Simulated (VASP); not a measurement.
# WS2 in VASP: further runs

One slab, WS2, is run at these levels: PBEsol; tasks: equation of state.

Everything below comes from runs of VASP 6.6.1. Logs are shortened: lines on timing, memory, paths and dates and some standing lists are left out, and cuts for length are marked.

## (1) The slab as given

The cell holds a slab with vacuum, 9 atoms: a = 3.147 Å, b = 3.147 Å, c = 28.610 Å, α = 90.00°, β = 90.00°, γ = 120.00°.

## (2) Equation of state, PBEsol, 26.18 Å³/atom (a relaxed cell with its volume scaled by 0.96)

File INCAR:

```
  PREC = Accurate
  ENCUT = 520
  EDIFF = 1E-7
  ISMEAR = 0
  SIGMA = 0.02
  LREAL = F
  LASPH = T
  NELM = 80
  ALGO = Normal
  ISIF = 2
  LWAVE = F
  LCHARG = F
  GGA = PS
  KPAR = 4
```

File KPOINTS:

```
Automatic mesh
0
Gamma
  8 8 1
```

File POSCAR:

```
WS2                                     
1.0
    3.1046959569      0.0000000000     -0.0000000000
   -1.5523479785      2.6887455697      0.0000000000
    0.0000000000      0.0000000000     28.2231508561
  W               S             
     3     6
Direct
     0.6666666667000030    0.3333333332999970    0.4343593750964268
     0.6666666667000030    0.3333333332999970    0.8855264301112329
     0.0000000000000000    0.0000000000000000    0.6592910807145260
     0.6666666667000030    0.3333333332999970    0.6044831273874122
     0.0000000000000000    0.0000000000000000    0.3795923910556236
     1.0000000000000000    0.0000000000000000    0.8307174523717328
     0.6666666667000030    0.3333333332999970    0.7140962640742820
     0.0000000000000000    0.0000000000000000    0.4891687829174143
     0.0000000000000000    0.0000000000000000    0.9402990862713619
```

Potentials or basis: VASP PAW PBE potentials, release 64 (W_sv, S).

Command:

```console
> cat potpaw_PBE.64/W_sv/POTCAR potpaw_PBE.64/S/POTCAR > POTCAR
> mpirun -np 4 vasp_std > vasp.out
```

OUTCAR:

```text
PREC = Accurate
   ENCUT = 520
   EDIFF = 1E-7
   ISMEAR = 0
   LREAL = F
   LASPH = T
   NELM = 80
   ISIF = 2
   GGA = PS

 ion  position               nearest neighbor table
   1  0.667  0.333  0.434-   5 2.37   5 2.37   5 2.37   8 2.37   8 2.37   8 2.37
   2  0.667  0.333  0.886-   9 2.37   9 2.37   9 2.37   6 2.37   6 2.37   6 2.37
   3  0.000  0.000  0.659-   7 2.37   7 2.37   7 2.37   4 2.37   4 2.37   4 2.37
   4  0.667  0.333  0.604-   3 2.37   3 2.37   3 2.37
   5  0.000  0.000  0.380-   1 2.37   1 2.37   1 2.37
   6  0.000  0.000  0.831-   2 2.37   2 2.37   2 2.37
   7  0.667  0.333  0.714-   3 2.37   3 2.37   3 2.37
   8  0.000  0.000  0.489-   1 2.37   1 2.37   1 2.37
   9  0.000  0.000  0.940-   2 2.37   2 2.37   2 2.37

  LATTYP: Found a hexagonal cell.
 ALAT       =     3.1046959569
 C/A-ratio  =     9.0904717396

  Lattice vectors:

 A1 = (   3.1046959569,   0.0000000000,   0.0000000000)
 A2 = (  -1.5523479785,   2.6887455697,   0.0000000000)
 A3 = (   0.0000000000,   0.0000000000,  28.2231508561)

Analysis of symmetry for initial positions (statically):
=====================================================================
 Subroutine PRICEL returns:
 Original cell was already a primitive cell.

 Routine SETGRP: Setting up the symmetry group for a
 hexagonal supercell.

 Subroutine GETGRP returns: Found  6 space group operations
 (whereof  6 operations were pure point group operations)
 out of a pool of 24 trial point group operations.

The static configuration has the point symmetry C_3v.

Analysis of symmetry for dynamics (positions and initial velocities):
=====================================================================
 Subroutine PRICEL returns:
 Original cell was already a primitive cell.

 Routine SETGRP: Setting up the symmetry group for a
 hexagonal supercell.

 Subroutine GETGRP returns: Found  6 space group operations
 (whereof  6 operations were pure point group operations)
 out of a pool of 24 trial point group operations.

The dynamic configuration has the point symmetry C_3v.

 Subroutine INISYM returns: Found  6 space group operations
 (whereof  6 operations are pure point group operations),
 and found     1 'primitive' translations

----------------------------------------------------------------------------------------

                                     Primitive cell

  volume of cell :     235.5995

  direct lattice vectors                    reciprocal lattice vectors
     3.104695957  0.000000000  0.000000000     0.322092731  0.185960325  0.000000000
    -1.552347979  2.688745570  0.000000000     0.000000000  0.371920650  0.000000000
     0.000000000  0.000000000 28.223150856     0.000000000  0.000000000  0.035431905

  length of vectors
     3.104695957  3.104695957 28.223150856     0.371920650  0.371920650  0.035431905

  position of ions in fractional coordinates (direct lattice)
     0.666666667  0.333333333  0.434359375
     0.666666667  0.333333333  0.885526430
     0.000000000  0.000000000  0.659291081
     0.666666667  0.333333333  0.604483127
     0.000000000  0.000000000  0.379592391
     0.000000000  0.000000000  0.830717452
     0.666666667  0.333333333  0.714096264
     0.000000000  0.000000000  0.489168783
     0.000000000  0.000000000  0.940299086

  ion indices of the primitive-cell ions
   primitive index   ion index
                 1           1
                 2           2
                 3           3
                 4           4
                 5           5
                 6           6
                 7           7
                 8           8
                 9           9

----------------------------------------------------------------------------------------

 KPOINTS: Automatic mesh

Automatic generation of k-mesh.
 Grid dimensions read from file:
 generate k-points for:    8    8    1

 Generating k-lattice:

  Cartesian coordinates                     Fractional coordinates (reciprocal lattice)
     0.040261591  0.023245041  0.000000000     0.125000000  0.000000000  0.000000000
     0.000000000  0.046490081  0.000000000     0.000000000  0.125000000  0.000000000
     0.000000000  0.000000000  0.035431905     0.000000000  0.000000000  1.000000000

  Length of vectors
     0.046490081  0.046490081  0.035431905

  Shift w.r.t. Gamma in fractional coordinates (k-lattice)
     0.000000000  0.000000000  0.000000000

 Subroutine IBZKPT returns following result:
 ===========================================

 Found     10 irreducible k-points:

 Following reciprocal coordinates:
            Coordinates               Weight
  0.000000  0.000000  0.000000      1.000000
  0.125000 -0.000000  0.000000      6.000000
  0.250000 -0.000000  0.000000      6.000000
  0.375000 -0.000000  0.000000      6.000000
  0.500000 -0.000000  0.000000      3.000000
  0.125000  0.125000  0.000000      6.000000
  0.250000  0.125000  0.000000     12.000000
  0.375000  0.125000  0.000000     12.000000
  0.250000  0.250000  0.000000      6.000000
  0.375000  0.250000  0.000000      6.000000
   k-points           NKPTS =     10   k-points in BZ     NKDIM =     10   number of bands    NBANDS=     46
   number of dos      NEDOS =    301   number of ions     NIONS =      9
   total plane-waves  NPLWV = 120960
   dimension x,y,z NGX =    24 NGY =   24 NGZ =  210
   dimension x,y,z NGXF=    48 NGYF=   48 NGZF=  420
   ions per type =               3   6
   NGX,Y,Z   is equivalent  to a cutoff of  12.85, 12.85, 12.37 a.u.
   NGXF,Y,Z  is equivalent  to a cutoff of  25.70, 25.70, 24.74 a.u.
 SYSTEM =  unknown system
   PREC   = accura    normal or accurate (medium, high low for compatibility)
   ISTART =      0    job   : 0-new  1-cont  2-samecut
   ICHARG =      2    charge: 1-file 2-atom 10-const
   ISPIN  =      1    spin polarized calculation?
   LNONCOLLINEAR =      F non collinear calculations
   LSORBIT =      F    spin-orbit coupling
   LASPH  =      T    aspherical Exc in radial PAW
   ENCUT  =  520.0 eV  38.22 Ry    6.18 a.u.   5.77  5.77 52.48*2*pi/ulx,y,z
   NELM   =     80;   NELMIN=  2; NELMDL= -5     # of ELM steps
   EDIFF  = 0.1E-06   stopping-criterion for ELM
   LREAL  =      F    real-space projection
   EDIFFG = 0.1E-05   stopping-criterion for IOM
   NSW    =      0    number of steps for IOM
   IBRION =     -1    ionic relax: 0-MD 1-quasi-New 2-CG
   NFREE  =      0    steps in history (QN), initial steepest desc. (CG)
   ISIF   =      2    stress and relaxation
   ISYM   =      2    0-nonsym 1-usesym 2-fastsym
   POTIM  = 0.5000    time-step for ionic-motion
   TEBEG  =    0.0;   TEEND  =   0.0 temperature during run
   PSTRESS=    0.0 pullay stress
   NELECT =      78.0000    total number of electrons
   NUPDOWN=      -1.0000    fix difference up-down
   EMIN   =  10.00;   EMAX   =-10.00  energy-range for DOS
   EFERMI =   0.00;   METHOD = LEGACY
   ISMEAR =     0;   SIGMA  =   0.02  broadening in eV -4-tet -1-fermi 0-gaus
   EFERMI_NEDOS =   21; number of points for ismear=-14 and -15
   IALGO  =     38    algorithm
   IMIX   =      4    mixing-type and parameters
     AMIX     =   0.40;   BMIX     =  1.00
     AMIX_MAG =   1.60;   BMIX_MAG =  1.00
  volume/ion in A,a.u.               =      26.18       176.66
  Fermi-wavevector in a.u.,A,eV,Ry     =   1.132526  2.140164 17.451046  1.282616
  Thomas-Fermi vector in A             =   2.269227
   LORBIT       =      0    0 simple, 1 ext, 2 COOP (PROOUT), +10 PAW based schemes
   GGA     = PS    functional components
   LHFCALC =     F    Hartree Fock is set to
   AEXX    =    0.0000 exact exchange contribution
   IVDW    =     0    specifies the selected vdW correction
   LEPSILON=     F    determine dielectric tensor
   LRPA    =     F    only Hartree local field effects (RPA)
 non-spin polarized calculation
 Gauss-broadening in eV      SIGMA  =   0.02
  energy-cutoff  :      520.00
  volume of cell :      235.60
 maximum number of plane-waves:      6368
 NGX is ok and might be reduce to    24
   NGX = 11   NGY = 11   NGZ =105

 number of electron      77.9999997 magnetization

 Free energy of the ion-electron system (eV)
  ---------------------------------------------------
  ext. energy  EPLUGINS =         0.00000000
  ---------------------------------------------------
  free energy    TOTEN  =       -75.65645211 eV

  energy without entropy =      -75.65645211  energy(sigma->0) =      -75.65645211

 E-fermi :   3.3412     XC(G=0):  -7.7515

 val. band max:        3.0855304684   @ k =   0.0000   0.0000   0.0000
 cond. band min:       4.6571151233   @ k =   0.2500   0.1250   0.0000
 fundamental gap:      1.5715846549
 Fermi energy:         3.3412430305

 k-point     1 :       0.0000    0.0000    0.0000
  band No.  band energies     occupation
      1     -71.1032      2.00000
      2     -71.1018      2.00000
      3     -71.1016      2.00000
      4     -35.4362      2.00000
      5     -35.4350      2.00000
      6     -35.4348      2.00000
[... 38 lines left out ...]
     45       5.8186      0.00000
     46       6.0261      0.00000

 k-point     2 :       0.1250   -0.0000    0.0000
  band No.  band energies     occupation
      1     -71.0995      2.00000
      2     -71.0981      2.00000
      3     -71.0980      2.00000
      4     -35.4238      2.00000
      5     -35.4226      2.00000
      6     -35.4225      2.00000
[... 38 lines left out ...]
     45       5.7651      0.00000
     46       5.7853      0.00000

 k-point     3 :       0.2500   -0.0000    0.0000
  band No.  band energies     occupation
      1     -71.0909      2.00000
      2     -71.0895      2.00000
      3     -71.0894      2.00000
      4     -35.4229      2.00000
      5     -35.4217      2.00000
      6     -35.4215      2.00000
[... 332 lines left out ...]
     45       6.3426      0.00000
     46       6.3459      0.00000

 k-point    10 :       0.3750    0.2500    0.0000
  band No.  band energies     occupation
      1     -71.0761      2.00000
      2     -71.0747      2.00000
      3     -71.0746      2.00000
      4     -35.5641      2.00000
      5     -35.5629      2.00000
      6     -35.5627      2.00000
[... 38 lines left out ...]
     45       6.5101      0.00000
     46       6.8015      0.00000

------------------------ aborting loop because EDIFF is reached ----------------------------------------

  FORCE on cell =-STRESS in cart. coord.  units (eV):
  Direction    XX          YY          ZZ          XY          YZ          ZX
  --------------------------------------------------------------------------------------
  -------------------------------------------------------------------------------------
  Total        6.9361565      6.9361565      7.3486786     -0.0000000      0.0000000     -0.0000000
  in kB       47.1688385     47.1688385     49.9741659     -0.0000000      0.0000000     -0.0000000
  external PRESSURE =      48.1039476 kB  Pullay stress =       0.0000000 kB

 VOLUME and BASIS-vectors are now :
 -----------------------------------------------------------------------------
  energy-cutoff  :      520.00
  volume of cell :      235.60
      direct lattice vectors                 reciprocal lattice vectors
     3.104695957  0.000000000  0.000000000     0.322092731  0.185960325  0.000000000
    -1.552347979  2.688745570  0.000000000     0.000000000  0.371920650  0.000000000
     0.000000000  0.000000000 28.223150856     0.000000000  0.000000000  0.035431905

 POSITION                                       TOTAL-FORCE (eV/Angst)
 -----------------------------------------------------------------------------------
      1.55235      0.89625     12.25899         0.000000      0.000000      0.004194
      1.55235      0.89625     24.99235         0.000000     -0.000000     -0.003039
      0.00000      0.00000     18.60727         0.000000     -0.000000      0.000548
      1.55235      0.89625     17.06042        -0.000000     -0.000000     -0.802132
      0.00000      0.00000     10.71329         0.000000      0.000000     -0.808326
      0.00000      0.00000     23.44546         0.000000     -0.000000     -0.807192
      1.55235      0.89625     20.15405        -0.000000      0.000000      0.806329
      0.00000      0.00000     13.80588         0.000000     -0.000000      0.804503
      0.00000      0.00000     26.53820        -0.000000     -0.000000      0.805116
 -----------------------------------------------------------------------------------
    total drift:                               -0.000001      0.000000     -0.000029

  FREE ENERGIE OF THE ION-ELECTRON SYSTEM (eV)
  ---------------------------------------------------
  free  energy   TOTEN  =       -75.6564521097 eV

  energy  without entropy=      -75.6564521097  energy(sigma->0) =      -75.65645211
```

It took 63 s on 4 MPI ranks of Intel Xeon Platinum 8259CL at 2.50GHz (Skylake/Cascade Lake), shared host; peak memory 0.37 GiB.

Results:

- Free energy: -75.6565 eV
- Largest force: 0.808 eV/Å
- Band gap on the k mesh: 1.57 eV, indirect (least direct gap 2.48 eV)

Caveat: the PAW data sets were made with another functional, which shifts forces and pressure a little; spin-orbit coupling is left out, which moves the levels of the heavy elements.

## (3) Equation of state, PBEsol, 26.72 Å³/atom (a relaxed cell with its volume scaled by 0.98)

INCAR is that of step 2.

KPOINTS is that of step 2.

Changes to POSCAR since step 2:

```diff
@@ -2,5 +2,5 @@
 1.0
-    3.1046959569      0.0000000000     -0.0000000000
-   -1.5523479785      2.6887455697      0.0000000000
-    0.0000000000      0.0000000000     28.2231508561
+    3.1261083298      0.0000000000     -0.0000000000
+   -1.5630541650      2.7072892286      0.0000000000
+    0.0000000000      0.0000000000     28.4177994267
   W               S
```

Potentials or basis: VASP PAW PBE potentials, release 64 (W_sv, S).

Command:

```console
> cat potpaw_PBE.64/W_sv/POTCAR potpaw_PBE.64/S/POTCAR > POTCAR
> mpirun -np 4 vasp_std > vasp.out
```

It took 66 s on 4 MPI ranks of Intel Xeon Platinum 8259CL at 2.50GHz (Skylake/Cascade Lake), shared host; peak memory 0.38 GiB.

It converged, with:

```
Free energy            : -75.7654 eV
Largest force          : 0.395 eV/Å
Band gap on the k mesh : 1.57 eV, indirect (least direct gap 2.41 eV)
```

Caveat: the PAW data sets were made with another functional, which shifts forces and pressure a little; spin-orbit coupling is left out, which moves the levels of the heavy elements.

## (4) Equation of state, PBEsol, 27.27 Å³/atom

INCAR is that of step 3.

KPOINTS is that of step 3.

Changes to POSCAR since step 3:

```diff
@@ -2,5 +2,5 @@
 1.0
-    3.1261083298      0.0000000000     -0.0000000000
-   -1.5630541650      2.7072892286      0.0000000000
-    0.0000000000      0.0000000000     28.4177994267
+    3.1472313241      0.0000000000     -0.0000000000
+   -1.5736156621      2.7255822783      0.0000000000
+    0.0000000000      0.0000000000     28.6098174097
   W               S
```

Command:

```console
> cat potpaw_PBE.64/W_sv/POTCAR potpaw_PBE.64/S/POTCAR > POTCAR
> mpirun -np 4 vasp_std > vasp.out
```

Run time: 71 s. Hardware: 4 MPI ranks of Intel Xeon Platinum 8259CL at 2.50GHz (Skylake/Cascade Lake), shared host; peak memory 0.39 GiB.

It converged, with:

```yaml
Free_energy: -75.7996 eV
Largest_force: 0.014 eV/Å
Band_gap_on_the_k_mesh: 1.56 eV, indirect (least direct gap 2.35 eV)
```

Caveat: the PAW data sets were made with another functional, which shifts forces and pressure a little; spin-orbit coupling is left out, which moves the levels of the heavy elements.

## (5) Equation of state, PBEsol, 27.81 Å³/atom (a relaxed cell with its volume scaled by 1.02)

INCAR is that of step 4.

KPOINTS is that of step 4.

Changes to POSCAR since step 4:

```diff
@@ -2,5 +2,5 @@
 1.0
-    3.1472313241      0.0000000000     -0.0000000000
-   -1.5736156621      2.7255822783      0.0000000000
-    0.0000000000      0.0000000000     28.6098174097
+    3.1680745231      0.0000000000     -0.0000000000
+   -1.5840372616      2.7436330181      0.0000000000
+    0.0000000000      0.0000000000     28.7992919210
   W               S
```

Command:

```console
> cat potpaw_PBE.64/W_sv/POTCAR potpaw_PBE.64/S/POTCAR > POTCAR
> mpirun -np 4 vasp_std > vasp.out
```

Wall time 68 s (4 MPI ranks of Intel Xeon Platinum 8259CL at 2.50GHz (Skylake/Cascade Lake), shared host); peak memory 0.39 GiB.

The run converged. Its results:

| Quantity | Value |
| --- | --- |
| Free energy | -75.7668 eV |
| Largest force | 0.351 eV/Å |
| Band gap on the k mesh | 1.56 eV, indirect (least direct gap 2.29 eV) |

Caveat: the PAW data sets were made with another functional, which shifts forces and pressure a little; spin-orbit coupling is left out, which moves the levels of the heavy elements.

## (6) Equation of state, PBEsol, 28.36 Å³/atom (a relaxed cell with its volume scaled by 1.04)

INCAR is that of step 5.

KPOINTS is that of step 5.

Changes to POSCAR since step 5:

```diff
@@ -2,5 +2,5 @@
 1.0
-    3.1680745231      0.0000000000     -0.0000000000
-   -1.5840372616      2.7436330181      0.0000000000
-    0.0000000000      0.0000000000     28.7992919210
+    3.1886470121      0.0000000000     -0.0000000000
+   -1.5943235061      2.7614493161      0.0000000000
+    0.0000000000      0.0000000000     28.9863055502
   W               S
```

Potentials or basis: VASP PAW PBE potentials, release 64 (W_sv, S).

Command:

```console
> cat potpaw_PBE.64/W_sv/POTCAR potpaw_PBE.64/S/POTCAR > POTCAR
> mpirun -np 4 vasp_std > vasp.out
```

Wall time 69 s (4 MPI ranks of Intel Xeon Platinum 8259CL at 2.50GHz (Skylake/Cascade Lake), shared host); peak memory 0.39 GiB.

It converged, with:

| Property | Result |
| --- | --- |
| Free energy | -75.6739 eV |
| Largest force | 0.680 eV/Å |
| Band gap on the k mesh | 1.55 eV, indirect (least direct gap 2.23 eV) |

Caveat: the PAW data sets were made with another functional, which shifts forces and pressure a little; spin-orbit coupling is left out, which moves the levels of the heavy elements.

## (7) Equation of state, PBEsol

No new run: the results of the series are fitted here.

Results:

| Item | Value |
| --- | --- |
| Equilibrium volume | 27.26 Å³/atom |
| Bulk modulus at fixed shape and positions | 109 GPa |
| Pressure derivative of the bulk modulus | 4.4 (rough: it moves with the points fitted) |

Energy against volume, from the lowest point:
```
volume (Å³/atom)  energy (meV/atom)
          26.178              15.91
          26.723               3.80
          27.268               0.00
          27.814               3.64
          28.359              13.97
```

Caveat: the cell was scaled at fixed shape and fractional positions, which overstates the stiffness of a crystal with free parameters, most of all of layers and chains; the PAW data sets were made with another functional, which shifts forces and pressure a little.
